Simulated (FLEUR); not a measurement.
Runs of FLEUR MaX-R8.1 (later development tree) on C. It takes space group Fd-3m (No. 227, cubic). The conventional cell has a = 3.567 Å, b = 3.567 Å, c = 3.567 Å, α = 90.00°, β = 90.00°, γ = 90.00°. Around C (site symmetry -43m) lie 4 C at 1.54 Å. This isn't the form of C at room conditions, which is graphite.

```tsv
task	level	cell	gmax	muffin-tin radii	max iterations	mixing factor	mixer	kmax	gap on the mesh (eV)	V0 of scaled cells (Å³/atom)	B0 (GPa)
equation of state	revPBE	as given	17 1/bohr	C 1.31 bohr	-	-	-	5.5 1/bohr	-	5.76	423
equation of state	PBEsol	as given	17 1/bohr	C 1.31 bohr	-	-	-	5.5 1/bohr	-	(b)	450
single point	PBE	atoms moved at random, drawn with an rms of 0.05 Å	17 1/bohr	C 1.31 bohr	60	0.05	Anderson	5.5 1/bohr	3.24	-	-
band structure	PBEsol	as given	16.5 1/bohr	C 1.35 bohr	60	0.05	Anderson	5.33 1/bohr	(a)	-	-
equation of state	PBE	as given	17 1/bohr	C 1.31 bohr	-	-	-	5.5 1/bohr	-	5.70	433
```

Alike in all rows: potentials or basis all-electron, FLAPW; no spin polarisation; k mesh 13 × 13 × 13; smearing fermi-dirac 0.05 eV.

Q: Fill in the values left out.

A: (a) 4.01; (b) 5.61.

Caveats: an odd mesh through Γ misses points on the zone boundary, where band edges often lie (some runs).
